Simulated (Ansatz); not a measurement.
## TaSi₂: do energies and stresses tell the same story?

Computed with Ansatz, DFT r2SCAN, scalar-relativistic, plane waves, PAW.

Settings: cutoff 500 eV, Γ-centred mesh 12×12×6 on the computed 9-atom cell, Gaussian smearing of 0.10 eV; no spin polarisation.

Relaxed cell: P6_422, a = 4.780 Å, b = 4.780 Å, c = 6.555 Å, α = 90.00°, β = 90.00°, γ = 120.00°, 9 atoms in the primitive cell. Whether it is the stable form of this composition wasn't checked.

Energies at zero smearing and pressures from the stress tensor, at volumes with shape and atoms relaxed:
| V (Å³/atom) | E − E(first) (meV/atom) | P (GPa) |
| --- | --- | --- |
| 12.682 | 0.00 | 32.59 |
| 13.114 | -73.84 | 22.39 |
| 13.546 | -122.24 | 13.70 |
| 13.979 | -148.94 | 6.29 |
| 14.411 | -157.17 | -0.02 |
| 14.843 | -149.65 | -5.40 |
| 15.276 | -128.73 | -9.96 |
| 15.852 | -83.46 | -14.98 |

**Question.** Check P = −dE/dV between neighbouring volumes, and get the bulk modulus from the pressures alone.

**Answer.** With 1 eV/Å³ = 160.2 GPa:
```json
{"middle V (Å³/atom)": "12.898", "−ΔE/ΔV (GPa)": "27.366", "mean P (GPa)": "27.489"}
{"middle V (Å³/atom)": "13.330", "−ΔE/ΔV (GPa)": "17.934", "mean P (GPa)": "18.042"}
{"middle V (Å³/atom)": "13.763", "−ΔE/ΔV (GPa)": "9.898", "mean P (GPa)": "9.993"}
{"middle V (Å³/atom)": "14.195", "−ΔE/ΔV (GPa)": "3.049", "mean P (GPa)": "3.135"}
{"middle V (Å³/atom)": "14.627", "−ΔE/ΔV (GPa)": "-2.787", "mean P (GPa)": "-2.707"}
{"middle V (Å³/atom)": "15.060", "−ΔE/ΔV (GPa)": "-7.754", "mean P (GPa)": "-7.679"}
{"middle V (Å³/atom)": "15.564", "−ΔE/ΔV (GPa)": "-12.582", "mean P (GPa)": "-12.473"}
```

The two differ by 0.12 GPa at most. The mean of two end pressures misses the average over a step by about ΔV² P″/12, up to 0.14 GPa here; with that taken off 0.01 GPa remains. Around V = 14.411 Å³/atom, the two neighbours give B = −V ΔP/ΔV = 14.411 × 11.69 / 0.865 = 194.8 GPa, against B0 = 193.8 GPa from the Birch–Murnaghan fit of the energies.

Spin–orbit coupling is left out, which can shift energies with elements as heavy as these.